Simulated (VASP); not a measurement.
**Rh: equation of state with PBEsol**

Crystal: Rh.

```xyz
4
Lattice="2.6917 0.0000 0.0000 -1.3459 2.3311 0.0000 0.0000 0.0000 8.7981" Properties=species:S:1:pos:R:3 pbc="T T T"
Rh    1.3459    0.7770    6.5986
Rh    0.0000    0.0000    4.3990
Rh    0.0000    1.5541    2.1995
Rh    0.0000    0.0000    0.0000
```

This isn't the form of Rh at room conditions, which is fcc.

```yaml
Program: VASP 6.6.1
Task: equation of state
Functional: PBEsol
Potentials_or_basis: VASP PAW PBE potentials, release 64 (Rh_pv)
Cutoff: 520 eV
k_mesh: 11 × 11 × 3
Occupations: fermi-dirac, width 0.05 eV
Spin: no spin polarisation
Ladder: free
Further_INCAR_settings: ALGO = Normal; EDIFF = 1e-07; NBANDS = 38
```

```
Equilibrium volume                        : 13.53 Å³/atom
Bulk modulus at fixed shape and positions : 293 GPa
Pressure derivative of the bulk modulus   : 5.2
```

Energy against volume, from the lowest point:
```csv
volume (Å³/atom),energy (meV/atom)
12.973,23.06
13.249,5.66
13.525,0.00
13.801,4.71
14.078,18.54
14.354,40.44
14.630,69.41
```

All runs of the series together: 4.7 min on 1 thread of AMD EPYC 9R45 96-Core Processor (Zen 5) (shared host).

Caveat: the cell was scaled at fixed shape and fractional positions, which overstates the stiffness of a crystal with free parameters, most of all of layers and chains; the PAW data sets were made with another functional, which shifts forces and pressure a little.
